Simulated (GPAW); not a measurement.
Crystal: Re.

```
Re
1.0
    -0.01469    1.93168    2.00390
     1.95911   -0.00236    1.99156
     1.98107    1.94131   -0.02432
Re
1
Direct
  0.00000 0.00000 0.00000
```

This isn't the form of Re at room conditions, which is hcp.

The cell isn't the ideal one: cell sheared at random, sigma 0.01, atoms nudged by 0.01 Å.

| Item | Value |
| --- | --- |
| Program | GPAW 26.7.0 |
| Task | relaxation of cell and atoms |
| Functional | BP86 |
| Potentials or basis | PAW data sets generated in the run's folder for this functional |
| Cutoff | 600 eV |
| Basis | pw |
| k mesh | 11 × 12 × 11 |
| Occupations | fermi-dirac, width 0.05 eV |
| Spin | no spin polarisation |

At the start: pressure -8.6 GPa; volume 15.40 Å³/atom.

Task: Where does the relaxation end?

Result: Over 24 steps the energy falls by 24.0 meV/atom and the volume is 15.00 Å³/atom (-2.6 %); space group Fm-3m (No. 225, to 0.05 Å).

Step by step:
```csv
step,energy change (eV),largest force (eV/Å),pressure (GPa),volume (Å³)
1,0.0000,0.0000,-8.60,15.40
2,-0.0175,0.0000,-0.39,15.02
3,-0.0153,0.0000,8.31,14.67
4,-0.0192,0.0000,6.09,14.76
5,-0.0231,0.0000,2.36,14.90
6,-0.0235,0.0000,-1.77,15.08
7,-0.0236,0.0000,-1.66,15.07
8,-0.0237,0.0000,-1.45,15.06
9,-0.0238,0.0000,-1.15,15.05
10,-0.0239,0.0000,-0.78,15.03
11,-0.0240,0.0000,-0.35,15.01
12,-0.0240,0.0000,0.08,15.00
13,-0.0240,0.0000,0.46,14.98
14,-0.0240,0.0000,0.45,14.98
15,-0.0240,0.0000,0.44,14.98
16,-0.0240,0.0000,0.42,14.98
17,-0.0240,0.0000,0.39,14.98
18,-0.0240,0.0000,0.36,14.98
19,-0.0240,0.0000,0.32,14.99
20,-0.0240,0.0000,0.27,14.99
21,-0.0240,0.0000,0.22,14.99
22,-0.0240,0.0000,0.16,14.99
23,-0.0240,0.0000,0.08,15.00
24,-0.0240,0.0000,0.00,15.00
```

Final structure:
```
Re
1.0
     0.00323    1.95209    1.96065
     1.96290    0.00023    1.96363
     1.95986    1.95208    0.00326
Re
1
Direct
  0.00000 0.00000 0.00000
```

Caveat: later steps reuse the first step's grids.
